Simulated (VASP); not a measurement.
# Sr (Fm-3m) in VASP: further runs

Aim: see how the results for Sr move with the level of theory and the settings. Levels: PBEsol, LDA, PBE, PBE+D3(BJ). Tasks: relaxation of cell and atoms.

All numbers are computed with VASP 6.6.1; they aren't measurements. Logs are shortened: lines on timing, memory, paths and dates and some standing lists are left out, and cuts for length are marked.

## (1) Starting point

Symmetry: Fm-3m, No. 225, cubic system. The conventional cell has a = 6.067 Å, b = 6.067 Å, c = 6.067 Å, α = 90.00°, β = 90.00°, γ = 90.00°. Sr (site symmetry m-3m) has 12 Sr at 4.29 Å as nearest neighbours.

## (2) Relaxation of cell and atoms, PBEsol

File INCAR:

```
ALGO     = Normal         # electronic algorithm
EDIFF    = 1E-7           # SCF threshold, eV
EDIFFG   = -0.005         # ionic threshold
ENCUT    = 600            # plane-wave cutoff, eV
GGA      = PS             # functional
IBRION   = 2              # ionic algorithm
ISIF     = 3              # what is computed and relaxed
ISMEAR   = 0              # smearing method
LASPH    = True           # aspherical terms in the spheres
LCHARG   = False          # write CHGCAR
LREAL    = False          # projectors in reciprocal space
LWAVE    = False          # write WAVECAR
NELM     = 80             # most SCF steps
NSW      = 90             # ionic steps
PREC     = Accurate       # precision mode
SIGMA    = 0.1            # smearing width, eV
```

File KPOINTS:

```
k-points
0
Gamma
  12 12 12
```

File POSCAR:

```
Sr
1.0
    0.0000000000      3.0336031300      3.0336031300
    3.0336031300      0.0000000000      3.0336031300
    3.0336031300      3.0336031300      0.0000000000
Sr
1
Direct
    0.0000000000      0.0000000000      0.0000000000
```

Potentials or basis: VASP PAW PBE potentials, release 64 (Sr_sv).

Started as:

```
$ cat potpaw_PBE.64/Sr_sv/POTCAR > POTCAR
$ mpirun -np 1 vasp_std > vasp.out
```

OUTCAR:

```text
EDIFF = 1E-7
   EDIFFG = -0.005
   ENCUT = 600
   GGA = PS
   IBRION = 2
   ISIF = 3
   ISMEAR = 0
   LASPH = True
   LREAL = False
   NELM = 80
   NSW = 90
   PREC = Accurate

 ion  position               nearest neighbor table
   1  0.000  0.000  0.000-

  LATTYP: Found a face centered cubic cell.
 ALAT       =     6.0672062600

  Lattice vectors:

 A1 = (   0.0000000000,   3.0336031300,   3.0336031300)
 A2 = (   3.0336031300,   0.0000000000,   3.0336031300)
 A3 = (   3.0336031300,   3.0336031300,   0.0000000000)

Analysis of symmetry for initial positions (statically):
=====================================================================
 Subroutine PRICEL returns:
 Original cell was already a primitive cell.

 Routine SETGRP: Setting up the symmetry group for a
 face centered cubic supercell.

 Subroutine GETGRP returns: Found 48 space group operations
 (whereof 48 operations were pure point group operations)
 out of a pool of 48 trial point group operations.

The static configuration has the point symmetry O_h .

Analysis of symmetry for dynamics (positions and initial velocities):
=====================================================================
 Subroutine PRICEL returns:
 Original cell was already a primitive cell.

 Routine SETGRP: Setting up the symmetry group for a
 face centered cubic supercell.

 Subroutine GETGRP returns: Found 48 space group operations
 (whereof 48 operations were pure point group operations)
 out of a pool of 48 trial point group operations.

The dynamic configuration has the point symmetry O_h .

 Subroutine INISYM returns: Found 48 space group operations
 (whereof 48 operations are pure point group operations),
 and found     1 'primitive' translations

----------------------------------------------------------------------------------------

                                     Primitive cell

  volume of cell :      55.8350

  direct lattice vectors                    reciprocal lattice vectors
     0.000000000  3.033603130  3.033603130    -0.164820505  0.164820505  0.164820505
     3.033603130  0.000000000  3.033603130     0.164820505 -0.164820505  0.164820505
     3.033603130  3.033603130  0.000000000     0.164820505  0.164820505 -0.164820505

  length of vectors
     4.290162689  4.290162689  4.290162689     0.285477489  0.285477489  0.285477489

  position of ions in fractional coordinates (direct lattice)
     0.000000000  0.000000000  0.000000000

  ion indices of the primitive-cell ions
   primitive index   ion index
                 1           1

----------------------------------------------------------------------------------------

 KPOINTS: k-points

Automatic generation of k-mesh.
 Grid dimensions read from file:
 generate k-points for:   12   12   12

 Generating k-lattice:

  Cartesian coordinates                     Fractional coordinates (reciprocal lattice)
    -0.013735042  0.013735042  0.013735042     0.083333333  0.000000000  0.000000000
     0.013735042 -0.013735042  0.013735042     0.000000000  0.083333333  0.000000000
     0.013735042  0.013735042 -0.013735042     0.000000000  0.000000000  0.083333333

  Length of vectors
     0.023789791  0.023789791  0.023789791

  Shift w.r.t. Gamma in fractional coordinates (k-lattice)
     0.000000000  0.000000000  0.000000000

 Subroutine IBZKPT returns following result:
 ===========================================

 Found     72 irreducible k-points:

 Following reciprocal coordinates:
            Coordinates               Weight
  0.000000  0.000000  0.000000      1.000000
  0.083333  0.000000  0.000000      8.000000
  0.166667  0.000000  0.000000      8.000000
  0.250000  0.000000  0.000000      8.000000
  0.333333  0.000000  0.000000      8.000000
  0.416667  0.000000  0.000000      8.000000
[... 16 lines left out ...]
  0.500000  0.166667  0.000000     24.000000
 -0.416667  0.166667  0.000000     24.000000
 [... further k-points ...]
   k-points           NKPTS =     72   k-points in BZ     NKDIM =     72   number of bands    NBANDS=      9
   number of dos      NEDOS =    301   number of ions     NIONS =      1
   total plane-waves  NPLWV =  46656
   dimension x,y,z NGX =    36 NGY =   36 NGZ =   36
   dimension x,y,z NGXF=    72 NGYF=   72 NGZF=   72
   ions per type =               1
   NGX,Y,Z   is equivalent  to a cutoff of  13.95, 13.95, 13.95 a.u.
   NGXF,Y,Z  is equivalent  to a cutoff of  27.90, 27.90, 27.90 a.u.
 SYSTEM =  unknown system
   PREC   = accura    normal or accurate (medium, high low for compatibility)
   ISTART =      0    job   : 0-new  1-cont  2-samecut
   ICHARG =      2    charge: 1-file 2-atom 10-const
   ISPIN  =      1    spin polarized calculation?
   LNONCOLLINEAR =      F non collinear calculations
   LSORBIT =      F    spin-orbit coupling
   LASPH  =      T    aspherical Exc in radial PAW
   ENCUT  =  600.0 eV  44.10 Ry    6.64 a.u.   8.57  8.57  8.57*2*pi/ulx,y,z
   NELM   =     80;   NELMIN=  2; NELMDL= -5     # of ELM steps
   EDIFF  = 0.1E-06   stopping-criterion for ELM
   LREAL  =      F    real-space projection
   EDIFFG = -.5E-02   stopping-criterion for IOM
   NSW    =     90    number of steps for IOM
   IBRION =      2    ionic relax: 0-MD 1-quasi-New 2-CG
   NFREE  =      1    steps in history (QN), initial steepest desc. (CG)
   ISIF   =      3    stress and relaxation
   ISYM   =      2    0-nonsym 1-usesym 2-fastsym
   POTIM  = 0.5000    time-step for ionic-motion
   TEBEG  =    0.0;   TEEND  =   0.0 temperature during run
   PSTRESS=    0.0 pullay stress
   NELECT =      10.0000    total number of electrons
   NUPDOWN=      -1.0000    fix difference up-down
   EMIN   =  10.00;   EMAX   =-10.00  energy-range for DOS
   EFERMI =   0.00;   METHOD = LEGACY
   ISMEAR =     0;   SIGMA  =   0.10  broadening in eV -4-tet -1-fermi 0-gaus
   EFERMI_NEDOS =   21; number of points for ismear=-14 and -15
   IALGO  =     38    algorithm
   IMIX   =      4    mixing-type and parameters
     AMIX     =   0.40;   BMIX     =  1.00
     AMIX_MAG =   1.60;   BMIX_MAG =  1.00
  volume/ion in A,a.u.               =      55.83       376.79
  Fermi-wavevector in a.u.,A,eV,Ry     =   0.922797  1.743833 11.586094  0.851554
  Thomas-Fermi vector in A             =   2.048363
   LORBIT       =      0    0 simple, 1 ext, 2 COOP (PROOUT), +10 PAW based schemes
   GGA     = PS    functional components
   LHFCALC =     F    Hartree Fock is set to
   AEXX    =    0.0000 exact exchange contribution
   IVDW    =     0    specifies the selected vdW correction
   LEPSILON=     F    determine dielectric tensor
   LRPA    =     F    only Hartree local field effects (RPA)
 conjugate gradient relaxation of ions
 non-spin polarized calculation
 Gauss-broadening in eV      SIGMA  =   0.10
  energy-cutoff  :      600.00
  volume of cell :       55.83
 maximum number of plane-waves:      1892
 NGX is ok and might be reduce to    36
   NGX = 17   NGY = 17   NGZ = 17

--------------------------------------- Ionic step        1  -------------------------------------------

 number of electron      10.0000000 magnetization

 Free energy of the ion-electron system (eV)
  ---------------------------------------------------
  ext. energy  EPLUGINS =         0.00000000
  ---------------------------------------------------
  free energy    TOTEN  =        -1.83214615 eV

  energy without entropy =       -1.82439286  energy(sigma->0) =       -1.82826951

------------------------ aborting loop because EDIFF is reached ----------------------------------------

  FORCE on cell =-STRESS in cart. coord.  units (eV):
  Direction    XX          YY          ZZ          XY          YZ          ZX
  --------------------------------------------------------------------------------------
  -------------------------------------------------------------------------------------
  Total       -0.2767288     -0.2767288     -0.2767288      0.0000000      0.0000000      0.0000000
  in kB       -7.9406982     -7.9406982     -7.9406982      0.0000000      0.0000000      0.0000000
  external PRESSURE =      -7.9406982 kB  Pullay stress =       0.0000000 kB

 VOLUME and BASIS-vectors are now :
 -----------------------------------------------------------------------------
  energy-cutoff  :      600.00
  volume of cell :       55.83
      direct lattice vectors                 reciprocal lattice vectors
     0.000000000  3.033603130  3.033603130    -0.164820505  0.164820505  0.164820505
     3.033603130  0.000000000  3.033603130     0.164820505 -0.164820505  0.164820505
     3.033603130  3.033603130  0.000000000     0.164820505  0.164820505 -0.164820505
[... 71 lines left out ...]
 POSITION                                       TOTAL-FORCE (eV/Angst)
 -----------------------------------------------------------------------------------
      0.00000      0.00000      0.00000        -0.000000      0.000000     -0.000000
 -----------------------------------------------------------------------------------
    total drift:                               -0.000000      0.000000      0.000000

  FREE ENERGIE OF THE ION-ELECTRON SYSTEM (eV)
  ---------------------------------------------------
  free  energy   TOTEN  =        -1.8424311602 eV

  energy  without entropy=       -1.8366026804  energy(sigma->0) =       -1.83951692

--------------------------------------- Ionic step        4  -------------------------------------------

 number of electron      10.0000000 magnetization

 Free energy of the ion-electron system (eV)
  ---------------------------------------------------
  ext. energy  EPLUGINS =         0.00000000
  ---------------------------------------------------
  free energy    TOTEN  =        -1.84244178 eV

  energy without entropy =       -1.83667419  energy(sigma->0) =       -1.83955799

 E-fermi :   1.7045     XC(G=0):  -7.6122

 val. band max:        1.6896189186   @ k =  -0.3333   0.3333   0.1667
 cond. band min:       1.7243890541   @ k =  -0.3333   0.3333   0.1667
 fundamental gap:      0.0347701355
 Fermi energy:         1.7044533222

 k-point     1 :       0.0000    0.0000    0.0000
  band No.  band energies     occupation
      1     -34.7309      2.00000
      2     -16.6210      2.00000
      3     -16.6210      2.00000
      4     -16.6210      2.00000
      5      -2.0534      2.00000
      6       4.0869      0.00000
      7       4.0869      0.00000
      8       4.0869      0.00000
      9       5.6568      0.00000

 k-point     2 :       0.0833    0.0000    0.0000
  band No.  band energies     occupation
      1     -34.7296      2.00000
      2     -16.6379      2.00000
      3     -16.6232      2.00000
      4     -16.6232      2.00000
      5      -1.9348      2.00000
      6       3.9030      0.00000
      7       4.1436      0.00000
      8       4.1436      0.00000
      9       5.5795      0.00000
[... 253 lines left out ...]
 k-point    24 :      -0.4167    0.1667    0.0000
  band No.  band energies     occupation
      1     -34.7105      2.00000
      2     -16.8421      2.00000
      3     -16.6982      2.00000
      4     -16.6629      2.00000
      5       0.9045      2.00000
      6       1.8335      0.06803
      7       3.3078      0.00000
      8       4.2677      0.00000
      9       6.4496      0.00000

 [... further k-points ...]
[... 5 lines left out ...]
  --------------------------------------------------------------------------------------
  -------------------------------------------------------------------------------------
  Total        0.0003218      0.0003218      0.0003218      0.0000000     -0.0000000      0.0000000
  in kB        0.0099319      0.0099319      0.0099319      0.0000000     -0.0000000      0.0000000
  external PRESSURE =       0.0099319 kB  Pullay stress =       0.0000000 kB

 VOLUME and BASIS-vectors are now :
 -----------------------------------------------------------------------------
  energy-cutoff  :      600.00
  volume of cell :       51.91
      direct lattice vectors                 reciprocal lattice vectors
     0.000000000  2.960824597  2.960824597    -0.168871875  0.168871875  0.168871875
     2.960824597  0.000000000  2.960824597     0.168871875 -0.168871875  0.168871875
     2.960824597  2.960824597  0.000000000     0.168871875  0.168871875 -0.168871875

 POSITION                                       TOTAL-FORCE (eV/Angst)
 -----------------------------------------------------------------------------------
      0.00000      0.00000      0.00000         0.000000      0.000000      0.000000
 -----------------------------------------------------------------------------------
    total drift:                               -0.000000     -0.000000      0.000000

  FREE ENERGIE OF THE ION-ELECTRON SYSTEM (eV)
  ---------------------------------------------------
  free  energy   TOTEN  =        -1.8424417849 eV

  energy  without entropy=       -1.8366741901  energy(sigma->0) =       -1.83955799

 reached required accuracy - stopping structural energy minimisation
```

Run time: 90 s. Hardware: 1 thread of Intel Xeon Platinum 8488C (Sapphire Rapids), shared host; peak memory 0.23 GiB.

What came out:

* Free energy: -1.8424 eV
* Relaxed volume: 51.91 Å³/atom
* Relaxed cell: a = 4.187 Å, b = 4.187 Å, c = 4.187 Å, α = 60.00°, β = 60.00°, γ = 60.00°
* Space group after relaxing (to 0.05 Å): Fm-3m (No. 225)
* Energy gained by relaxing: 10.3 meV/atom
* Ionic steps: 4
* Pressure after relaxing: 0.0 GPa
* Band gap on the k mesh: none (metal or under the smearing width)

Step by step:
| step | energy change (eV) | largest force (eV/Å) | pressure (GPa) | volume (Å³) |
| --- | --- | --- | --- | --- |
| 1 | 0.0000 | 0.0000 | -0.79 | 55.83 |
| 2 | -0.0082 | 0.0000 | -0.38 | 53.63 |
| 3 | -0.0103 | 0.0000 | -0.03 | 52.03 |
| 4 | -0.0103 | 0.0000 | 0.00 | 51.91 |

Final structure:
```xyz
1
Lattice="0.0000 2.9608 2.9608 2.9608 0.0000 2.9608 2.9608 2.9608 0.0000" Properties=species:S:1:pos:R:3 pbc="T T T"
Sr    0.0000    0.0000    0.0000
```

Levels at points of the mesh, in eV from the Fermi level:
```
           k point  band 1  band 2  band 3  band 4  band 5  band 6  band 7  band 8  band 9
(0.00, 0.00, 0.00)  -36.44  -18.33  -18.33  -18.33   -3.76    2.38    2.38    2.38    3.95
(0.50, 0.00, 0.00)  -36.42  -18.57  -18.36  -18.36   -1.18    0.14    2.22    2.22    5.07
(0.50, 0.50, 0.00)  -36.41  -18.55  -18.41  -18.41   -0.72    0.27    1.18    5.08    5.40
```

Caveat: the PAW data sets were made with another functional, which shifts forces and pressure a little.

## (3) Relaxation of cell and atoms, LDA

INCAR, as its differences from that of step 2:

```diff
@@ -4,3 +4,2 @@
 ENCUT    = 600            # plane-wave cutoff, eV
-GGA      = PS             # functional
 IBRION   = 2              # ionic algorithm
```

KPOINTS is that of step 2.

POSCAR is that of step 2.

Potentials or basis: VASP PAW LDA potentials, release 64 (Sr_sv).

Started as:

```
$ cat potpaw_LDA.64/Sr_sv/POTCAR > POTCAR
$ mpirun -np 1 vasp_std > vasp.out
```

Wall time 85 s (1 thread of Intel Xeon Platinum 8488C (Sapphire Rapids), shared host); peak memory 0.19 GiB.

It converged, with:

| Item | Value |
| --- | --- |
| Free energy | -1.8994 eV |
| Relaxed volume | 48.62 Å³/atom |
| Relaxed cell | a = 4.097 Å, b = 4.097 Å, c = 4.097 Å, α = 60.00°, β = 60.00°, γ = 60.00° |
| Space group after relaxing (to 0.05 Å) | Fm-3m (No. 225) |
| Energy gained by relaxing | 38.3 meV/atom |
| Ionic steps | 4 |
| Pressure after relaxing | 0.0 GPa |
| Band gap on the k mesh | 0.05 eV, direct |

The path:
```tsv
step	energy change (eV)	largest force (eV/Å)	pressure (GPa)	volume (Å³)
1	0.0000	0.0000	-1.53	55.83
2	-0.0307	0.0000	-0.77	51.65
3	-0.0382	0.0000	-0.09	48.95
4	-0.0383	0.0000	0.00	48.62
```

Final structure:
```xyz
1
Lattice="0.0000 2.8968 2.8968 2.8968 0.0000 2.8968 2.8968 2.8968 0.0000" Properties=species:S:1:pos:R:3 pbc="T T T"
Sr    2.8968    2.8968    5.7937
```

Levels at points of the mesh, in eV from the valence-band top:
| k point | band 3 | band 4 | band 5 | band 6 | band 7 | band 8 |
| --- | --- | --- | --- | --- | --- | --- |
| (0.00, 0.00, 0.00) | -18.18 | -18.18 | -3.84 | 2.37 | 2.37 | 2.37 |
| (0.50, 0.00, 0.00) | -18.22 | -18.22 | -1.24 | 0.32 | 2.21 | 2.21 |
| (0.50, 0.50, 0.00) | -18.29 | -18.29 | -0.81 | 0.18 | 1.41 | 5.26 |

(Continued in part 2 of 2.)
